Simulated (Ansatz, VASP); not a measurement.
**SiC: VASP beside Ansatz**

```xyz
2
Lattice="-0.0867 2.0914 2.0914 2.0914 -0.0867 2.0914 2.0914 2.0914 -0.0867" Properties=species:S:1:pos:R:3 pbc="T T T"
Si   -0.0110   -0.0110   -0.0110
C     1.0351    1.0351    1.0351
```

Change from the starting cell: shear_111 strain -6.0%.

Alike in both runs: task single point; functional PBE; k mesh 10 × 10 × 10; occupations fermi-dirac, width 0.02 eV; no spin polarisation.

```csv
,VASP,Ansatz
version,VASP 6.6.1,Ansatz 0.2.0
potentials or method,"VASP PAW PBE potentials, release 64 (Si, C)","plane waves, PAW"
plane-wave cutoff (eV),520,420
valence electrons in the cell,8,8
```

```csv
,VASP,Ansatz,Ansatz less VASP
gap on the k mesh at the Fermi level (eV),0.75,0.76,+0.006
pressure (GPa),19.4,19.5,+0.09
largest component of the traceless stress (GPa),10.94,10.89,-0.053
rms of the force components (eV/Å),0.040,0.041,+0.0009
```

Atom by atom the forces differ by 0.001 eV/Å (rms over components).

Caveats: so large a pressure means that the cell lies far from this level's equilibrium, or that cutoff or potentials fall short (VASP). A k mesh can miss the band edges.
